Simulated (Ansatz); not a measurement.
# HfC (Fm-3m) in Ansatz: convergence with xc grid

Aim: find how far xc grid must go before the results for HfC settle, at r2SCAN. This setting moves, with any that are tied to it; all else stays.

All numbers are computed with Ansatz 0.2.0; they aren't measurements. Logs are shortened: lines on timing, memory, paths and dates and some standing lists are left out, and cuts for length are marked.

## (1) The crystal as given

Symmetry: Fm-3m, No. 225, cubic system. The conventional cell has a = 4.650 Å, b = 4.650 Å, c = 4.650 Å, α = 90.00°, β = 90.00°, γ = 90.00°. Around Hf (site symmetry m-3m) lie 6 C at 2.33 Å. C (site symmetry m-3m) is surrounded by 6 Hf at 2.33 Å.

## (2) With xc grid 1

input.yaml

```yaml
crystal:
  lattice:
    - [0.0, 2.325, 2.325]
    - [2.325, 0.0, 2.325]
    - [2.325, 2.325, 0.0]
  atoms:
    - { symbol: Hf, position: [0.5, 0.5, 0.5] }
    - { symbol: C, position: [0.0, 0.0, 0.0] }
hamiltonian:
  xc: r2scan
  pseudopotentials: { kind: paw }
kpoints:
  mp_grid: { grid: [8, 8, 8] }
scf:
  occupations: { method: gaussian, width: 0.1 }
output:
  forces: true
  stress: true
  eigenvalues: true
basis:
  xc_grid: 1
```

Potentials or basis: Ansatz PAW.

On the command line:

```console
> ansatz run input.yaml --threads 2 --pin off --max-ram 5632MiB --backend cpu --events-out ev --progress --plain --runs-dir out
```

What it wrote:

```text
Warning: RAYON_NUM_THREADS=2 ignored (pool sized by the plan → 2); use --threads N
Engine: ansatz 0.2.0, aarch64-unknown-linux-gnu
Pseudopotentials: kind: paw
Pseudopotential: Hf, paw, valence charge 26, recommended cutoff 500 eV (meta_gga), Hf.paw.azcp
Pseudopotential: C, paw, valence charge 4, recommended cutoff 500 eV (meta_gga), C.paw.azcp
Functional definition: r2SCAN
  parameter k0 = 0.174
  parameter k1 = 0.065
  parameter a1 = 4.9479
  exchange = r2scan_x(k0 = k0, k1 = k1, a1 = a1)
  correlation = r2scan_c
Crystal: 2 atoms, lattice volume = 25.136 Å³
Basis set: ecut = 500 eV, 609 PW (Γ)
Bands: 19, of which v1, the nominal top of the filled ones, is band 15 counted from 1 (14 counted from 0)
Symmetry: 48 space group operations
Space group: Fm-3m (ITA 225), of the structure as read, at distance tolerance 2.9e-5 Å
k-points: 29 of 512
Non-local potential: Hf, projectors of the file, l = 0: 3, l = 1: 2, l = 2: 2, l = 3: 3
Non-local potential: C, projectors of the file, l = 0: 2, l = 1: 2, l = 2: 1
PAW form: soft (Blöchl's): semilocal exchange-correlation on the pseudo side does not see the compensation charge
PAW frozen core: Hf, regenerated for the run's functional (the file was generated under x = pbe(κ = 0.804, μ = 0.2195149727645171), c = pbe(β = 0.06672455060314922))
PAW frozen core: C, regenerated for the run's functional (the file was generated under x = pbe(κ = 0.804, μ = 0.2195149727645171), c = pbe(β = 0.06672455060314922))
PAW one-centre angular grid: Hf, 974 points (default); XC on 160 Gauss nodes
PAW one-centre angular grid: C, 302 points (default); XC on 239 of its mesh's 2573 points in the sphere
Initial density: superposition of atomic densities (neutral atoms: chi_scale 0, normalization atom), corrected by the library's trained network
Initial wavefunctions: pseudopotential atomic-orbital guess
Functional: x = r2scan, c = r2scan; τ floored in thin density (d = 2e-4 eV/Å³)
SCF iter   1: F=—  HF=-15986.868926 eV  |F-HF|=—  |Δ(HF+E_count)|=         —  Δρ=9.46e-3  dr2=1.55e-2  dr2_τ=1.37e-1  ethr=1.77e-3  ⟨swp⟩=4.3  Hψ=2186  notcnv=0
preconditioner: auto → none  [insulator: Δε(μ)=0.160 eV  Ē_g=19.126 eV  σ=0.100 eV  W_gap=0.73  n_scr=14 (ndim 8)  ℏωp=39.2 eV  f_vac=0.000  D(μ)=0.20/eV (n_scr^D=0)  ε∞_Penn≈5.2]
SCF iter   2: F=—  HF=-15986.898583 eV  |F-HF|=—  |Δ(HF+E_count)|=   2.97e-2  Δρ=4.54e-3  dr2=4.04e-3  dr2_τ=8.52e-4  ethr=5.17e-5  ⟨swp⟩=2.0  Hψ=1332  notcnv=0
SCF iter   3: F=—  HF=-15986.898179 eV  |F-HF|=—  |Δ(HF+E_count)|=   4.04e-4  Δρ=2.92e-3  dr2=9.58e-4  dr2_τ=1.95e-4  ethr=1.35e-5  ⟨swp⟩=2.0  Hψ=983  notcnv=0
SCF iter   4: F=—  HF=-15986.898403 eV  |F-HF|=—  |Δ(HF+E_count)|=   2.24e-4  Δρ=1.20e-3  dr2=3.05e-4  dr2_τ=3.88e-5  ethr=3.19e-6  ⟨swp⟩=2.6  Hψ=954  notcnv=0
SCF iter   5: F=—  HF=-15986.898439 eV  |F-HF|=—  |Δ(HF+E_count)|=   3.54e-5  Δρ=1.44e-4  dr2=4.82e-6  dr2_τ=6.22e-7  ethr=1.02e-6  ⟨swp⟩=2.0  Hψ=734  notcnv=0
SCF iter   6: F=—  HF=-15986.898437 eV  |F-HF|=—  |Δ(HF+E_count)|=   2.18e-6  Δρ=8.11e-5  dr2=2.17e-6  dr2_τ=1.30e-7  ethr=1.61e-8  ⟨swp⟩=2.2  Hψ=894  notcnv=0
SCF iter   7: F=—  HF=-15986.898437 eV  |F-HF|=—  |Δ(HF+E_count)|=   7.35e-8  Δρ=5.22e-5  dr2=9.34e-7  dr2_τ=1.22e-8  ethr=7.24e-9  ⟨swp⟩=1.7  Hψ=583  notcnv=0
SCF iter   8: F=-15986.898437 eV  HF=-15986.898437 eV  |F-HF|=1.16e-8  |Δ(HF+E_count)|=   1.06e-9  Δρ=1.23e-5  dr2=5.23e-8  dr2_τ=8.15e-10  ethr=3.33e-10  ⟨swp⟩=3.7  Hψ=2316  notcnv=0
SCF 1 converged in 8 iterations: F = -15986.898437 eV  dr2 = 5.23e-8
SCF converged after 8 iterations
Free energy (F): -15986.898437 eV
Harris-Foulkes:  -15986.898437 eV  (|F-HF|=1.16e-8)
Internal energy: -15986.897435 eV  (E = F + TS)
E sigma→0 (E₀):  -15986.897936 eV
Entropy (-TS):   -0.001001 eV (-0.501 meV/atom)
Fermi energy:    19.995732 eV
--- Per-component energies (eV) ---
  E_band       = 93.802482
  E_kinetic    = 512.016014
  E_local      = -4989.933932  (includes V_loc(G=0)·N_el)
  E_nonlocal   = -1221.653409
  E_hartree    = 2360.422509
  E_xc         = -331.763921
  E_vxc        = -359.639130  (∫ρ·V_xc dr)
  E_paw        = -7052.840977  (= ΣΔE_a)
  E_vpaw       = 1414.552108  (= ΣTr[D̂ρ^β])
  E_aug_tail   = 0.000003  (compensation charges beyond the density's cutoff)
  E_vtau       = 17.612434  (kinetic-family band-sum trace: ∫τ·v_τ [+ j·A + Jᵃ·Aᵃ] dr)
  E_ewald      = -5263.440471
  E_core_change = 0.296748  (= ΣΔE_core)
  E_smearing   = -0.001001  (= −TS)
  E_closure    = 0.000000  (closes the sum)
  Σ components = -15986.898437   (vs F -15986.898437, Δ=0.00e0)
--- Forces (eV/Å), atoms counted from 1 ---
  atom   1  Hf     0.00000000    -0.00000000    -0.00000000
  atom   2  C     -0.00000000     0.00000000     0.00000000
  max |Σ_I F_I| component: 1.37e-28 eV/Å
--- Stress (GPa, compression-positive) ---
       -1.471657      -0.000000      -0.000000
       -0.000000      -1.471657       0.000000
       -0.000000       0.000000      -1.471657
  P = ⅓ Tr σ = -1.4717 GPa (-14.717 kbar)
--- Band table (eV; the first three rows and the last of 29) ---
  k-point 0: bands = ["-42.8575", "-10.6412", "-10.6412", "-10.6412", "7.0240", "8.7183", "8.7183", "8.7183", "8.7194", "8.8072", "8.8072", "8.8072", "21.1267", "21.1267", "21.1267", "21.6763", "21.6763", "21.6763", "23.6011"]
  k-point 1: bands = ["-42.8513", "-10.7488", "-10.6511", "-10.6511", "7.4039", "8.7243", "8.7280", "8.7280", "8.7305", "8.7989", "8.7989", "8.8076", "19.2855", "19.7539", "19.7539", "22.2395", "22.2395", "22.6135", "25.2384"]
  k-point 2: bands = ["-42.8363", "-10.9994", "-10.6747", "-10.6747", "8.2877", "8.7395", "8.7511", "8.7511", "8.7810", "8.7810", "8.8085", "8.9024", "16.9518", "18.2242", "18.2242", "23.3601", "23.3726", "23.3726", "27.9429"]
  k-point 28: bands = ["-42.8007", "-11.0601", "-11.0601", "-10.8904", "8.6525", "8.7480", "8.7542", "8.7542", "8.7775", "8.7799", "8.7799", "9.7779", "16.9491", "17.2240", "17.2240", "24.0235", "24.0235", "27.1288", "27.5410"]
```

It took 1.4 s on 2 threads of Arm Neoverse V1, shared host; peak memory 0.29 GiB.

What came out:

| Quantity | Value |
| --- | --- |
| Free energy | -15986.8984 eV |
| Pressure | -1.5 GPa |
| Band gap on the k mesh | none (metal or under the smearing width) |

## (3) With xc grid 2

input.yaml, as its differences from that of step 2:

```diff
@@ -20,2 +20,2 @@
 basis:
-  xc_grid: 1
+  xc_grid: 2
```

Potentials or basis: Ansatz PAW.

On the command line:

```console
> ansatz run input.yaml --threads 2 --pin off --max-ram 5632MiB --backend cpu --events-out ev --progress --plain --runs-dir out
```

Run time: 1.4 s. Hardware: 2 threads of Arm Neoverse V1, shared host; peak memory 0.29 GiB.

What came out:

```yaml
Free_energy: -15986.8974 eV
Pressure: -1.5 GPa
Band_gap_on_the_k_mesh: none (metal or under the smearing width)
```

## (4) With xc grid 3

input.yaml, as its differences from that of step 3:

```diff
@@ -20,2 +20,2 @@
 basis:
-  xc_grid: 2
+  xc_grid: 3
```

On the command line:

```console
> ansatz run input.yaml --threads 2 --pin off --max-ram 5632MiB --backend cpu --events-out ev --progress --plain --runs-dir out
```

It took 1.5 s on 2 threads of Arm Neoverse V1, shared host; peak memory 0.31 GiB.

Results (log left out):

* Free energy: -15986.8975 eV
* Pressure: -1.5 GPa
* Band gap on the k mesh: none (metal or under the smearing width)

## (5) With xc grid 4

input.yaml, as its differences from that of step 4:

```diff
@@ -20,2 +20,2 @@
 basis:
-  xc_grid: 3
+  xc_grid: 4
```

On the command line:

```console
> ansatz run input.yaml --threads 2 --pin off --max-ram 5632MiB --backend cpu --events-out ev --progress --plain --runs-dir out
```

Wall time 1.6 s (2 threads of Arm Neoverse V1, shared host); peak memory 0.34 GiB.

The run converged. Its results:

```yaml
Free_energy: -15986.8975 eV
Pressure: -1.5 GPa
Band_gap_on_the_k_mesh: none (metal or under the smearing width)
```

## (6) With xc grid 5

input.yaml, as its differences from that of step 5:

```diff
@@ -20,2 +20,2 @@
 basis:
-  xc_grid: 4
+  xc_grid: 5
```

Potentials or basis: Ansatz PAW.

On the command line:

```console
> ansatz run input.yaml --threads 2 --pin off --max-ram 5632MiB --backend cpu --events-out ev --progress --plain --runs-dir out
```

Wall time 1.7 s (2 threads of Arm Neoverse V1, shared host); peak memory 0.39 GiB.

It converged, with:

```
Free energy            : -15986.8975 eV
Pressure               : -1.5 GPa
Band gap on the k mesh : none (metal or under the smearing width)
```

## (7) The series at a glance

```csv
xc grid,"energy less the tightest run, at zero smearing (meV/atom)",SCF cycles,CPU time (s),peak memory (GiB)
1,-0.49,8,2.5,0.29
2,0.01,8,2.5,0.29
3,0.00,8,2.7,0.31
4,0.00,8,2.8,0.34
5,0.00,8,3.1,0.39
```

Against the tightest run, the energy stays within 1 meV/atom from 1 on. The tightest run that finished is the yardstick and may itself not be fully converged.

Caveats: the PAW data sets come from PBE, with cores solved anew for the run's functional, which leaves a small shift of forces and pressure.
